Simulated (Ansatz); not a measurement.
Runs of Ansatz 0.2.0 on BaTe. Symmetry: Fm-3m, No. 225, cubic system. The conventional cell has a = 6.820 Å, b = 6.820 Å, c = 6.820 Å, α = 90.00°, β = 90.00°, γ = 90.00°. Ba (site symmetry m-3m) has 6 Te at 3.41 Å as nearest neighbours. Around Te (site symmetry m-3m) lie 6 Ba at 3.41 Å. 

| share of exact exchange | gap on the mesh (eV) | pressure (GPa) |
| --- | --- | --- |
| 0.1 | 1.69 | 3.8 |
| 0.3 | (a) | 3.6 |
| 0.15 | 1.83 | 3.8 |
| 0.05 | 1.56 | 3.8 |
| 0.5 | (c) | 3.5 |
| 0.4 | (b) | 3.6 |
| 0.25 | 2.12 | 3.7 |
| 0.2 | 1.98 | 3.7 |

Alike in all rows: task single point; level HSE06 form with a typed share of exact exchange; potentials or basis Ansatz PAW; no spin polarisation; cell as given; k mesh 4 × 4 × 4; cutoff (eV) 420; smearing fermi-dirac 0.05 eV.

Task: Estimate the missing entries.

Result: (a) 2.27; (b) 2.57; (c) 2.87.

Caveats: spin-orbit coupling is left out, which moves the levels of the heavy elements; the PAW data sets come from PBE, with cores solved anew for the run's functional, which leaves a small shift of forces and pressure; the thresholds are loose for stress.

A k mesh can miss the band edges, and the runs leave out spin-orbit coupling on Ba, Te.
